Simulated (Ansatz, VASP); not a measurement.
**Mn in VASP and in Ansatz**

```
CELL_PARAMETERS angstrom
2.45115 0.00000 0.00000
-1.22557 2.12276 0.00000
0.00000 0.00000 3.96562
ATOMIC_POSITIONS crystal
Mn 0.00000 0.00000 0.00000
Mn 0.33333 0.66667 0.50000
```

The cell was built by a generator and needn't be a form met in nature.

Alike in both runs: task relaxation of cell and atoms; functional PBEsol; k mesh 21 × 21 × 10; occupations gaussian, width 0.1 eV; no spin polarisation.

|  | VASP | Ansatz |
| --- | --- | --- |
| version | VASP 6.6.1 | Ansatz 0.2.0 |
| potentials or method | VASP PAW PBE potentials, release 64 (Mn_pv) | scalar-relativistic, plane waves, PAW |
| plane-wave cutoff (eV) | 600 | 420 |
| valence electrons in the cell | 26 | 30 |

VASP gave:

| Property | Result |
| --- | --- |
| gap on the k mesh at the Fermi level, each at its own relaxed structure (eV) | none |
| relaxed volume (Å³/atom) | 10.32 |
| relaxed cell length with the largest relative difference (Å) | 3.964 |

Task: Estimate Ansatz's values.

Result: gap on the k mesh at the Fermi level, each at its own relaxed structure (eV): none; relaxed volume (Å³/atom): 10.32; relaxed cell length with the largest relative difference (Å): 3.965.

A gap of «none» marks a metal or a gap that the smearing closes. The two sets of potentials don't hold the same shells in valence.

Caveats: the PAW data sets were made with another functional, which shifts forces and pressure a little (VASP); the run has no spin polarisation, though such a crystal can be magnetic. Spin polarisation is off, so any magnetic state and its effect on volume and gap are missing.
